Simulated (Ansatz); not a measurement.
**Cu: what SCF settings change, part 1 of 2**

Which SCF settings change the result for Cu, and which only the effort? The default run comes first. The cell (1 atom) is Cu in its deposited structure (space group Fm-3m). Source: COD entry 4313211.

Method: DFT PBE, PAW, plane waves, scalar-relativistic, in Ansatz 0.2.0.

5 further runs of the same task are left out: 2 that didn't finish, 3 set aside as unsound or not needed.

## 1. The structure to begin with

The structure is cubic, space group Fm-3m (No. 225). The conventional cell has a = 3.593 Å, b = 3.593 Å, c = 3.593 Å, α = 90.00°, β = 90.00°, γ = 90.00°. Cu (site symmetry m-3m) has 12 Cu at 2.54 Å as nearest neighbours.

As a file:

```
Cu
1.0
     0.00000    1.79665    1.79665
     1.79665    0.00000    1.79665
     1.79665    1.79665    0.00000
Cu
1
Cartesian
  0.0000 0.0000 0.0000
```

Atoms are counted from 1 in the order of input.yaml (Cu1 and so on).

Changes shown after the default run: k-point mesh 7x7x7; tetrahedron occupations; MSR1 mixing, preconditioner LDOS; Anderson, β 0.8, history 2, no preconditioner; Fermi–Dirac width 0.0005 eV, no switch to direct minimisation; direct minimisation; Broyden, β 1.0, history 3, no preconditioner.

The search for lower states is off throughout, and inputs that name a mixer don't switch to direct minimisation unless they say so. Spin polarisation is off.

## 2. Default SCF settings

The input, input.yaml:

```yaml
crystal:
  lattice:
    - [0.0, 1.79665, 1.79665]
    - [1.79665, 0.0, 1.79665]
    - [1.79665, 1.79665, 0.0]
  atoms:
    - { symbol: Cu, position: [0.0, 0.0, 0.0] }
hamiltonian:
  xc: pbe
  pseudopotentials: { kind: paw }
basis:
  ecutwfc: 420
kpoints:
  mp_grid: { grid: [14, 14, 14] }
scf:
  occupations: { method: fermi_dirac, width: 0.1 }
  lower_state_search: "off"
output:
  forces: true
  stress: true
  write_density: true
  write_potential: true
  elf: true
  volumetric_format: npy
```

Run with:

```bash
$ ansatz run input.yaml --threads 2 --pin off --max-ram 5120MiB --backend cpu --events-out ev --progress --plain --runs-dir out
```

The log of the run:

```text
Engine: ansatz 0.2.0, aarch64-unknown-linux-gnu
Pseudopotentials: kind: paw
Pseudopotential: Cu, paw, valence charge 19, recommended cutoff 420 eV (normal), Cu.paw.azcp
Functional definition: PBE
  parameter kappa = 0.804
  parameter beta = 0.06672455060314922
  exchange = pbe_x(kappa = kappa, mu = beta*pi^2/3)
  correlation = pbe_c(beta = beta)
Crystal: 1 atoms, lattice volume = 11.599 Å³
Basis set: ecut = 420 eV, 259 PW (Γ), exchange–correlation on 36×36×36 points (8 copies of the dense FFT grid, shifted against one another)
Bands: 14, of which v1, the nominal top of the filled ones, is band 10 counted from 1 (9 counted from 0)
Symmetry: 48 space group operations
Space group: Fm-3m (ITA 225), of the structure as read, at distance tolerance 2.3e-5 Å
k-points: 104 of 2744
Non-local potential: Cu, projectors of the file, l = 0: 3, l = 1: 2, l = 2: 3, l = 3: 1
PAW form: soft (Blöchl's): semilocal exchange-correlation on the pseudo side does not see the compensation charge
PAW one-centre angular grid: Cu, 590 points (default); XC on 64 Gauss nodes
Initial density: superposition of atomic densities (neutral atoms: chi_scale 0, normalization atom), corrected by the library's trained network
Initial wavefunctions: pseudopotential atomic-orbital guess
Functional: x = pbe(κ = 0.804, μ = 0.2195149727645171), c = pbe(β = 0.06672455060314922)
SCF iter   1: F=—  HF=-6625.174066 eV  |F-HF|=—  |Δ(HF+E_count)|=         —  Δρ=9.96e-4  dr2=4.92e-5  ethr=1.77e-3  ⟨swp⟩=5.2  Hψ=7273  notcnv=0
preconditioner: auto → none  [metal: Δε(μ)=0.126 eV  Ē_g=17.253 eV  σ=0.100 eV  W_gap=0.30  n_scr=0 (ndim 8)  ℏωp=36.2 eV  f_vac=0.000  D(μ)=0.30/eV (n_scr^D=0)]
SCF iter   2: F=—  HF=-6625.174179 eV  |F-HF|=—  |Δ(HF+E_count)|=   1.13e-4  Δρ=3.78e-4  dr2=3.82e-6  ethr=2.59e-7  ⟨swp⟩=2.3  Hψ=3344  notcnv=0
SCF iter   3: F=—  HF=-6625.174192 eV  |F-HF|=—  |Δ(HF+E_count)|=   1.35e-5  Δρ=1.16e-4  dr2=4.69e-7  ethr=2.01e-8  ⟨swp⟩=2.2  Hψ=1920  notcnv=0
iter 4 did not close the SCF: its close was put off for the readings that it lacked (scf_convergence_deferred on its scf_iter line)
SCF iter   4: F=-6625.174193 eV  HF=-6625.174193 eV  |F-HF|=7.07e-9  |Δ(HF+E_count)|=   1.11e-6  Δρ=8.71e-6  dr2=3.21e-9  ethr=2.47e-9  ⟨swp⟩=2.0  Hψ=1968  notcnv=0
iter 5 did not close the SCF: its close was put off for the readings that it lacked (scf_convergence_deferred on its scf_iter line)
SCF iter   5: F=-6625.174193 eV  HF=-6625.174193 eV  |F-HF|=2.51e-10  |Δ(HF+E_count)|=  1.86e-10  Δρ=2.18e-6  dr2=9.61e-11  ethr=1.69e-11  ⟨swp⟩=2.0  Hψ=2349  notcnv=0
SCF iter   6: F=-6625.174193 eV  HF=-6625.174193 eV  |F-HF|=0.00e0  |Δ(HF+E_count)|=  3.75e-10  Δρ=1.14e-7  dr2=5.68e-13  ethr=1.00e-12  ⟨swp⟩=4.0  Hψ=6699  notcnv=0
SCF 1 converged in 6 iterations: F = -6625.174193 eV  dr2 = 5.68e-13
SCF converged after 6 iterations
Free energy (F): -6625.174193 eV
Harris-Foulkes:  -6625.174193 eV  (|F-HF|=0.00e0)
Internal energy: -6625.164059 eV  (E = F + TS)
E sigma→0 (E₀):  -6625.169126 eV
Entropy (-TS):   -0.010134 eV (-10.134 meV/atom)
Fermi energy:    17.146009 eV
--- Per-component energies (eV) ---
  E_band       = -352.820791
  E_kinetic    = 300.191733
  E_local      = -4016.947367  (includes V_loc(G=0)·N_el)
  E_nonlocal   = 389.521742
  E_hartree    = 1770.731210
  E_xc         = -89.759757
  E_vxc        = -115.848716  (∫ρ·V_xc dr)
  E_paw        = -1662.540833  (= ΣΔE_a)
  E_vpaw       = -451.200907  (= ΣTr[D̂ρ^β])
  E_aug_tail   = 0.000250  (compensation charges beyond the density's cutoff)
  E_ewald      = -3316.361037
  E_smearing   = -0.010134  (= −TS)
  E_closure    = -0.000000  (closes the sum)
  Σ components = -6625.174193   (vs F -6625.174193, Δ=0.00e0)
--- Forces (eV/Å), atoms counted from 1 ---
  atom   1  Cu    -0.00000000     0.00000000    -0.00000000
  max |Σ_I F_I| component: 1.97e-31 eV/Å
--- Stress (GPa, compression-positive) ---
        4.684353       0.000000       0.000000
        0.000000       4.684353      -0.000000
        0.000000       0.000000       4.684353
  P = ⅓ Tr σ = 4.6844 GPa (46.844 kbar)
--- Band table (eV; the first three rows and the last of 104) ---
  k-point 0: bands = ["-95.4598", "-52.7671", "-52.7671", "-52.7671", "7.6106", "14.1027", "14.1027", "14.1027", "14.9599", "14.9599", "39.9135", "42.5507", "42.5507", "42.5507"]
  k-point 1: bands = ["-95.4590", "-52.7728", "-52.7679", "-52.7679", "7.7991", "14.0619", "14.1388", "14.1388", "14.9459", "14.9459", "38.7050", "40.9139", "42.0019", "42.0019"]
  k-point 2: bands = ["-95.4569", "-52.7888", "-52.7703", "-52.7703", "8.3532", "13.9586", "14.2214", "14.2214", "14.9280", "14.9280", "35.1870", "40.4643", "41.1378", "41.1378"]
  k-point 103: bands = ["-95.4398", "-52.8513", "-52.8367", "-52.8118", "12.8851", "13.3190", "13.8552", "14.9575", "15.7018", "22.4205", "24.4524", "25.3158", "26.4184", "43.5368"]
```

Run time: 0.73 s. Hardware: 2 threads of Arm Neoverse V2, shared host; peak memory 0.27 GiB.

The reference: 6 iterations with the default settings (MSR1 mixing, preconditioner none); with no gap on the k-mesh.

Axes a, b and c in the maps are those of this run's conventional cell (a, b, c = 3.593, 3.593, 3.593 Å).

Density in a lattice plane of the grid's cell (edges 3.59 and 3.59 Å, at 0.000 of the third edge), which holds Cu.

Ten even steps from ' ' (0.15 e/Å³) to '@' (70.06 e/Å³):
```
**++--..                                  ..--++
--::..                                      ..::
..                                              
                                                
                                                
                                                
                        ..                      
                    ..::--::..                  
                  ..--++**++--..                
                  ..==##@@##==..                
                  ..--++**++--..                
                    ..::--::..                  
                        ..                      
                                                
                                                
                                                
..                                              
--::..                                      ..::
**++--..                                  ..--++
@@##==..                                  ..==##
```
Columns run along the first of these edges and rows up along the second, over one cell in 24 and 20 even steps from the bottom left corner. Atoms in the plane (fractional): Cu at (0.00, 0.00), Cu at (0.50, 0.50).

ELF in the same plane.

Ten even steps from ' ' (0.17) to '@' (0.93):
```
@@##++::..            ......            ..--++##
++==--..                                  ..--==
::....                                      ....
                                                
                                                
                                                
                    ....::....                  
                  ..--==++==--..                
....            ..::++##@@##++--..            ..
....            ..--**@@@@@@**--..            ..
....            ..--++##@@##++::..            ..
                  ..--==++==--..                
                    ....::....                  
                                                
                                                
                                                
::....                                      ....
++==--..                                  ..--==
@@##++--..            ......            ..::++##
@@@@**--..            ......            ..--**@@
```
Columns run along the first of these edges and rows up along the second, over one cell in 24 and 20 even steps from the bottom left corner. Atoms in the plane (fractional): Cu at (0.00, 0.00), Cu at (0.50, 0.50).

Both are smooth fields of the valence electrons: close to the nuclei they are not physical.

## 3. K-point mesh 7x7x7

input.yaml: that of step 2 with these lines changed.

```diff
@@ -13,3 +13,3 @@
 kpoints:
-  mp_grid: { grid: [14, 14, 14] }
+  mp_grid: { grid: [7, 7, 7] }
 scf:
@@ -17,2 +17,3 @@
   lower_state_search: "off"
+  max_iter: 70
 output:
@@ -20,5 +21 @@
   stress: true
-  write_density: true
-  write_potential: true
-  elf: true
-  volumetric_format: npy
```

Run with:

```bash
$ ansatz run input.yaml --threads 2 --pin off --max-ram 5120MiB --backend cpu --events-out ev --progress --plain --runs-dir out
```

The log of the run:

```text
[... 13 lines as in an earlier run ...]
k-points: 20 of 343
[... 6 lines as in an earlier run ...]
SCF iter   1: F=—  HF=-6625.211535 eV  |F-HF|=—  |Δ(HF+E_count)|=         —  Δρ=2.94e-3  dr2=6.62e-4  ethr=1.77e-3  ⟨swp⟩=5.0  Hψ=1400  notcnv=0
preconditioner: auto → none  [insulator: Δε(μ)=0.714 eV  Ē_g=17.246 eV  σ=0.100 eV  W_gap=0.60  n_scr=0 (ndim 8)  ℏωp=36.2 eV  f_vac=0.000  D(μ)=0.09/eV (n_scr^D=0)  ε∞_Penn≈5.4]
SCF iter   2: F=—  HF=-6625.211560 eV  |F-HF|=—  |Δ(HF+E_count)|=   2.42e-5  Δρ=6.15e-4  dr2=2.91e-5  ethr=3.48e-6  ⟨swp⟩=2.4  Hψ=560  notcnv=0
SCF iter   3: F=—  HF=-6625.211563 eV  |F-HF|=—  |Δ(HF+E_count)|=   3.77e-6  Δρ=3.13e-4  dr2=7.73e-6  ethr=1.53e-7  ⟨swp⟩=2.2  Hψ=459  notcnv=0
iter 4 did not close the SCF: its close was put off for the readings that it lacked (scf_convergence_deferred on its scf_iter line)
SCF iter   4: F=-6625.211565 eV  HF=-6625.211565 eV  |F-HF|=5.62e-9  |Δ(HF+E_count)|=   1.29e-6  Δρ=2.34e-5  dr2=2.45e-8  ethr=4.07e-8  ⟨swp⟩=1.4  Hψ=321  notcnv=0
iter 5 did not close the SCF: its close was put off for the readings that it lacked (scf_convergence_deferred on its scf_iter line)
SCF iter   5: F=-6625.211565 eV  HF=-6625.211565 eV  |F-HF|=4.71e-10  |Δ(HF+E_count)|=   2.92e-8  Δρ=2.84e-6  dr2=1.37e-10  ethr=1.29e-10  ⟨swp⟩=2.4  Hψ=432  notcnv=0
SCF iter   6: F=-6625.211565 eV  HF=-6625.211565 eV  |F-HF|=8.19e-12  |Δ(HF+E_count)|=  5.66e-10  Δρ=1.02e-7  dr2=6.51e-13  ethr=1.00e-12  ⟨swp⟩=1.4  Hψ=818  notcnv=0
SCF 1 converged in 6 iterations: F = -6625.211565 eV  dr2 = 6.51e-13
SCF converged after 6 iterations
Free energy (F): -6625.211565 eV
Harris-Foulkes:  -6625.211565 eV  (|F-HF|=8.19e-12)
Internal energy: -6625.208584 eV  (E = F + TS)
E sigma→0 (E₀):  -6625.210074 eV
Entropy (-TS):   -0.002981 eV (-2.981 meV/atom)
Fermi energy:    17.292801 eV
--- Per-component energies (eV) ---
  E_band       = -352.510814
  E_kinetic    = 300.261236
  E_local      = -4017.577543  (includes V_loc(G=0)·N_el)
  E_nonlocal   = 389.702812
  E_hartree    = 1771.256441
  E_xc         = -89.756020
  E_vxc        = -115.843569  (∫ρ·V_xc dr)
  E_paw        = -1662.734724  (= ΣΔE_a)
  E_vpaw       = -451.566887  (= ΣTr[D̂ρ^β])
  E_aug_tail   = 0.000251  (compensation charges beyond the density's cutoff)
  E_ewald      = -3316.361037
  E_smearing   = -0.002981  (= −TS)
  E_closure    = 0.000000  (closes the sum)
  Σ components = -6625.211565   (vs F -6625.211565, Δ=0.00e0)
--- Forces (eV/Å), atoms counted from 1 ---
  atom   1  Cu    -0.00000000     0.00000000    -0.00000000
  max |Σ_I F_I| component: 2.38e-31 eV/Å
--- Stress (GPa, compression-positive) ---
        4.418272      -0.000000       0.000000
       -0.000000       4.418272      -0.000000
        0.000000       0.000000       4.418272
  P = ⅓ Tr σ = 4.4183 GPa (44.183 kbar)
```

Run time: 0.28 s. Hardware: 2 threads of Arm Neoverse V2, shared host; peak memory 0.24 GiB.

6 iterations, as in the default run; free energy shifted by -37.4 meV/atom, pressure 4.4 GPa against 4.7.

This setting is poor on purpose, so its numbers aren't to be taken as properties of the material.

## 4. Tetrahedron occupations

input.yaml: that of step 3 with these lines changed.

```diff
@@ -13,5 +13,5 @@
 kpoints:
-  mp_grid: { grid: [7, 7, 7] }
+  mp_grid: { grid: [14, 14, 14] }
 scf:
-  occupations: { method: fermi_dirac, width: 0.1 }
+  occupations: { method: tetrahedron }
   lower_state_search: "off"
```

Run with:

```bash
$ ansatz run input.yaml --threads 2 --pin off --max-ram 5120MiB --backend cpu --events-out ev --progress --plain --runs-dir out
```

The log of the run:

```text
Warning: output.forces, output.stress, relax.cell or npt_langevin: where a Kohn–Sham band that disperses or a degenerate level is filled in part under the method tetrahedron, the forces or the stress that this run publishes need not agree with its energy (scf.occupations.method in the input reference, under Limitations); prefer a smearing scheme for the forces or the stress
[... 20 lines as in an earlier run ...]
SCF iter   1: F=—  HF=-6625.170306 eV  |F-HF|=—  |Δ(HF+E_count)|=         —  Δρ=8.78e-4  dr2=3.21e-5  ethr=1.77e-3  ⟨swp⟩=5.0  Hψ=7500  notcnv=0
preconditioner: auto → none  [metal: no gap  n_scr=0 (ndim 8)  ℏωp=36.2 eV  f_vac=0.000]
SCF iter   2: F=—  HF=-6625.170426 eV  |F-HF|=—  |Δ(HF+E_count)|=   1.20e-4  Δρ=5.50e-4  dr2=1.13e-5  ethr=1.69e-7  ⟨swp⟩=3.0  Hψ=4083  notcnv=0  defer=24
SCF iter   3: F=—  HF=-6625.170434 eV  |F-HF|=—  |Δ(HF+E_count)|=   8.04e-6  Δρ=3.80e-4  dr2=7.35e-6  ethr=5.93e-8  ⟨swp⟩=2.4  Hψ=2571  notcnv=0  defer=24
SCF iter   4: F=—  HF=-6625.170438 eV  |F-HF|=—  |Δ(HF+E_count)|=   3.54e-6  Δρ=1.16e-4  dr2=3.84e-7  ethr=3.87e-8  ⟨swp⟩=2.7  Hψ=2390  notcnv=0  defer=24
SCF iter   5: F=-6625.170439 eV  HF=-6625.170439 eV  |F-HF|=6.06e-8  |Δ(HF+E_count)|=   1.13e-6  Δρ=2.69e-5  dr2=2.09e-8  ethr=5.26e-10  ⟨swp⟩=4.2  Hψ=4699  notcnv=0
the band table was not solved further: it holds the bands as the self-consistency loop left them (on a frozen-density pass, as that pass's own solve left them): under tetrahedron occupations the density rests on a record of the degenerate levels that were filled as one, which a solve that changes the bands would l [...]
SCF 1 converged in 5 iterations: F = -6625.170439 eV  dr2 = 2.09e-8
SCF converged after 5 iterations
Stability not checked: this state was not tested for a lower state beside it, because cold or Methfessel-Paxton smearing, or corrected tetrahedra, fill the levels in a way that the test cannot read (fill_not_monotonic; see scf.lower_state_search)
Free energy (F): -6625.170439 eV
Harris-Foulkes:  -6625.170439 eV  (|F-HF|=6.06e-8)
Internal energy: -6625.170439 eV  (E = F + TS)
E sigma→0 (E₀):  -6625.170439 eV
Entropy (-TS):   0.000000 eV (0.000 meV/atom)
Fermi energy:    17.226096 eV
--- Per-component energies (eV) ---
  E_band       = -352.860571
  E_kinetic    = 300.182994
  E_local      = -4016.906697  (includes V_loc(G=0)·N_el)
  E_nonlocal   = 389.509031
  E_hartree    = 1770.697754
  E_xc         = -89.759932
  E_vxc        = -115.848975  (∫ρ·V_xc dr)
  E_paw        = -1662.532802  (= ΣΔE_a)
  E_vpaw       = -451.185050  (= ΣTr[D̂ρ^β])
  E_aug_tail   = 0.000250  (compensation charges beyond the density's cutoff)
  E_ewald      = -3316.361037
  E_smearing   = 0.000000  (= −TS)
  E_closure    = 0.000000  (closes the sum)
  Σ components = -6625.170439   (vs F -6625.170439, Δ=0.00e0)
--- Forces (eV/Å), atoms counted from 1 ---
  atom   1  Cu     0.00000000    -0.00000000    -0.00000000
  max |Σ_I F_I| component: 1.31e-30 eV/Å
--- Stress (GPa, compression-positive) ---
        4.546568       0.000000       0.000000
        0.000000       4.546568       0.000000
        0.000000       0.000000       4.546568
  P = ⅓ Tr σ = 4.5466 GPa (45.466 kbar)
--- Band table (eV; the first three rows and the last of 104) ---
  k-point 0: bands = ["-95.4620", "-52.7692", "-52.7692", "-52.7692", "7.6104", "14.1011", "14.1011", "14.1011", "14.9581", "14.9581", "39.9134", "42.5505", "42.5505", "42.5505"]
  k-point 1: bands = ["-95.4612", "-52.7749", "-52.7700", "-52.7700", "7.7989", "14.0603", "14.1371", "14.1371", "14.9441", "14.9441", "38.7048", "40.9138", "42.0016", "42.0016"]
  k-point 2: bands = ["-95.4591", "-52.7909", "-52.7724", "-52.7724", "8.3531", "13.9569", "14.2197", "14.2197", "14.9262", "14.9262", "35.1866", "40.4642", "41.1374", "41.1374"]
  k-point 103: bands = ["-95.4420", "-52.8534", "-52.8388", "-52.8139", "12.8838", "13.3175", "13.8537", "14.9558", "15.6999", "22.4200", "24.4519", "25.3152", "26.4180", "43.5364"]
```

It took 0.54 s on 2 threads of Arm Neoverse V2, shared host; peak memory 0.26 GiB.

5 iterations against 6; free energy shifted by +3.8 meV/atom, zero-width estimate shifted by -1.3 meV/atom, pressure 4.5 GPa against 4.7.

## 5. MSR1 mixing, preconditioner LDOS

input.yaml: that of step 4 with these lines changed.

```diff
@@ -15,5 +15,7 @@
 scf:
-  occupations: { method: tetrahedron }
+  occupations: { method: fermi_dirac, width: 0.1 }
   lower_state_search: "off"
+  algorithm: density_mixing
   max_iter: 70
+  mixing: { algorithm: msr1, preconditioner: ldos }
 output:
```

Run with:

```bash
$ ansatz run input.yaml --threads 2 --pin off --max-ram 5120MiB --backend cpu --events-out ev --progress --plain --runs-dir out
```

The log of the run:

```text
[... 20 lines as in an earlier run ...]
SCF iter   1: F=—  HF=-6625.174066 eV  |F-HF|=—  |Δ(HF+E_count)|=         —  Δρ=9.96e-4  dr2=4.92e-5  ethr=1.77e-3  ⟨swp⟩=5.2  Hψ=7273  notcnv=0
SCF iter   2: F=—  HF=-6625.174224 eV  |F-HF|=—  |Δ(HF+E_count)|=   1.58e-4  Δρ=1.46e-3  dr2=1.29e-4  ethr=2.59e-7  ⟨swp⟩=2.1  Hψ=3325  notcnv=0
SCF iter   3: F=—  HF=-6625.174205 eV  |F-HF|=—  |Δ(HF+E_count)|=   1.92e-5  Δρ=7.84e-4  dr2=3.81e-5  ethr=2.59e-7  ⟨swp⟩=2.0  Hψ=2439  notcnv=0
SCF iter   4: F=—  HF=-6625.174194 eV  |F-HF|=—  |Δ(HF+E_count)|=   1.10e-5  Δρ=1.93e-4  dr2=2.32e-6  ethr=2.01e-7  ⟨swp⟩=2.6  Hψ=2016  notcnv=0
iter 5 did not close the SCF: its close was put off for the readings that it lacked (scf_convergence_deferred on its scf_iter line)
SCF iter   5: F=-6625.174193 eV  HF=-6625.174193 eV  |F-HF|=1.11e-7  |Δ(HF+E_count)|=   7.39e-7  Δρ=3.47e-5  dr2=7.34e-8  ethr=1.22e-8  ⟨swp⟩=2.3  Hψ=1936  notcnv=0
SCF iter   6: F=-6625.174193 eV  HF=-6625.174193 eV  |F-HF|=8.71e-10  |Δ(HF+E_count)|=   2.40e-8  Δρ=3.25e-6  dr2=6.39e-10  ethr=3.86e-10  ⟨swp⟩=2.6  Hψ=4977  notcnv=0
SCF 1 converged in 6 iterations: F = -6625.174193 eV  dr2 = 6.39e-10
SCF converged after 6 iterations
Free energy (F): -6625.174193 eV
Harris-Foulkes:  -6625.174193 eV  (|F-HF|=8.71e-10)
Internal energy: -6625.164059 eV  (E = F + TS)
E sigma→0 (E₀):  -6625.169126 eV
Entropy (-TS):   -0.010134 eV (-10.134 meV/atom)
Fermi energy:    17.145990 eV
[... 23 lines left out: energy terms, forces, stress ...]
```

Wall time 0.58 s (2 threads of Arm Neoverse V2, shared host); peak memory 0.26 GiB.

6 iterations, as in the default run; the same free energy.

## 6. Anderson, β 0.8, history 2, no preconditioner

input.yaml: that of step 5 with these lines changed.

```diff
@@ -19,3 +19,3 @@
   max_iter: 70
-  mixing: { algorithm: msr1, preconditioner: ldos }
+  mixing: { algorithm: anderson, ndim: 2, beta: 0.8, preconditioner: none }
 output:
```

Run with:

```bash
$ ansatz run input.yaml --threads 2 --pin off --max-ram 5120MiB --backend cpu --events-out ev --progress --plain --runs-dir out
```

The log of the run:

```text
[... 20 lines as in an earlier run ...]
SCF iter   1: F=—  HF=-6625.174066 eV  |F-HF|=—  |Δ(HF+E_count)|=         —  Δρ=9.96e-4  dr2=4.92e-5  ethr=1.77e-3  ⟨swp⟩=5.2  Hψ=7273  notcnv=0
SCF iter   2: F=—  HF=-6625.174223 eV  |F-HF|=—  |Δ(HF+E_count)|=   1.57e-4  Δρ=1.46e-3  dr2=1.30e-4  ethr=2.59e-7  ⟨swp⟩=2.1  Hψ=3324  notcnv=0  κ⁻¹=1.0e0(r=1)
SCF iter   3: F=—  HF=-6625.174197 eV  |F-HF|=—  |Δ(HF+E_count)|=   2.63e-5  Δρ=5.41e-4  dr2=1.86e-5  ethr=2.59e-7  ⟨swp⟩=2.0  Hψ=2340  notcnv=0  κ⁻¹=1.0e0(r=1)
SCF iter   4: F=—  HF=-6625.174193 eV  |F-HF|=—  |Δ(HF+E_count)|=   3.85e-6  Δρ=8.51e-5  dr2=3.84e-7  ethr=9.79e-8  ⟨swp⟩=2.0  Hψ=1968  notcnv=0  κ⁻¹=1.0e0(r=1)
SCF iter   5: F=-6625.174193 eV  HF=-6625.174193 eV  |F-HF|=1.89e-9  |Δ(HF+E_count)|=   1.14e-8  Δρ=1.43e-5  dr2=8.04e-9  ethr=5.26e-10  ⟨swp⟩=4.0  Hψ=4545  notcnv=0
SCF 1 converged in 5 iterations: F = -6625.174193 eV  dr2 = 8.04e-9
SCF converged after 5 iterations
Stability not checked: this state was not tested for a lower state beside it, because the mixer in use, unlike msr1, does not test its closes by its own steps (another_mixer; see scf.mixing.algorithm and scf.lower_state_search)
Free energy (F): -6625.174193 eV
Harris-Foulkes:  -6625.174193 eV  (|F-HF|=1.89e-9)
Internal energy: -6625.164059 eV  (E = F + TS)
E sigma→0 (E₀):  -6625.169126 eV
Entropy (-TS):   -0.010134 eV (-10.134 meV/atom)
Fermi energy:    17.146055 eV
[... 23 lines left out: energy terms, forces, stress ...]
```

It took 0.51 s on 2 threads of Arm Neoverse V2, shared host; peak memory 0.26 GiB.

Compared with step 2: the same free energy; 5 iterations in place of 6.

(Continued in part 2 of 2.)
